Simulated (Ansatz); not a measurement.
**Band structure of Sc**

```
CELL_PARAMETERS angstrom
0.00000 2.27050 2.27050
2.27050 0.00000 2.27050
2.27050 2.27050 0.00000
ATOMIC_POSITIONS crystal
Sc 0.00000 0.00000 0.00000
```

The cell is COD entry 9008483, as deposited and not checked against the literature; nothing was relaxed.

Spin polarisation is left out, and whether a magnetic state lies lower isn't shown here.

Level of theory: Ansatz 0.2.0, DFT, PBE, all-electron LAPW, Dirac equation with spin-orbit coupling.

Settings: a Γ-centred 12×12×12 k mesh, Fermi–Dirac smearing of 0.03 eV, basis error target 0.25 meV/atom, no spin polarisation.

Points in fractions of the reciprocal vectors of this cell: Γ (0, 0, 0), X (0.5, 0, 0.5), U (0.625, 0.25, 0.625), K (0.375, 0.375, 0.75), L (0.5, 0.5, 0.5), W (0.5, 0.25, 0.75). The path runs Γ–X–U–K–Γ–L–W–X. Energies are in eV from the Fermi level; (×n) counts levels within 4 meV of each other, which need not be degenerate by symmetry.

(1) Is there a gap?

(2) List the levels between -20 and 3 eV at the symmetry points.

## Answers

(1) none: bands cross the Fermi level, a metal.

(2) 
Γ: -5.28 (×2), 1.64 (×4), 1.66 (×2)
X: -1.63 (×2), -0.70 (×2), 2.10 (×2)
U: -0.88 (×2), -0.44 (×2), 0.94 (×2)
K: -0.88 (×2), -0.44 (×2), 0.94 (×2)
L: -1.82 (×2), 0.32 (×2), 1.52 (×2), 1.54 (×2)
W: -0.72 (×2), 0.22 (×2), 0.23 (×2), 2.62 (×2)
